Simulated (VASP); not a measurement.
Write the native input for VASP 6.6.1 that does the following.

- Task: relaxation of the atoms
- Functional: PW91
- Potentials or basis: VASP PAW PBE potentials, release 64 (Ca_sv, F)
- Cutoff: 520 eV
- k mesh: 8 × 8 × 1
- Occupations: fermi-dirac, width 0.05 eV
- Spin: no spin polarisation
- Dipole correction: yes
- Atoms held fixed (from 0): [0]
- Further INCAR settings: ALGO = Normal; EDIFF = 1e-06; IBRION = 2; EDIFFG = -0.005; NSW = 60

The structure of CaF lies in POSCAR:

```
CaF
1.0
    3.7249700000      0.0000000000      0.0000000000
   -1.8624800000      3.2259200000      0.0000000000
    0.0000000000      0.0000000000     25.5276600000
Ca F
1 1
Selective dynamics
Direct
    0.6666700000      0.3333300000      0.3107600000  F F F
    0.0000000000      0.0000000000      0.2768400000  T T T
```

The cell was built by a generator and needn't be a form met in nature.

These files were run (other wordings do the same):

INCAR

```
SYSTEM = CaF
ALGO = Normal
DIPOL = 0.5 0.5 0.294
EDIFF = 1E-6
EDIFFG = -0.005
ENCUT = 520
GGA = 91
IBRION = 2
IDIPOL = 3
ISIF = 2
ISMEAR = -1
LASPH = .TRUE.
LCHARG = .FALSE.
LDIPOL = .TRUE.
LREAL = .FALSE.
LWAVE = .FALSE.
NELM = 80
NSW = 60
PREC = Accurate
SIGMA = 0.05
```

KPOINTS

```
k-points
0
G
  8 8 1
  0 0 0
```

Potentials or basis: VASP PAW PBE potentials, release 64 (Ca_sv, F).

The run is started by

```sh
$ cat potpaw_PBE.64/Ca_sv/POTCAR potpaw_PBE.64/F/POTCAR > POTCAR
$ mpirun -np 1 vasp_std > vasp.out
```

Results of the run:

```
Energy gained by relaxing : 0.0 meV/atom
Ionic steps               : 3
Band gap on the k mesh    : none (metal or under the smearing width)
```

Caveat: an odd number of electrons without spin polarisation forces a metal; a magnetic or distorted state may lie lower.

Wall time 2.6 min on 1 thread of Intel(R) Xeon(R) Platinum 8488C (Sapphire Rapids), on a shared host, peak memory 0.45 GiB.
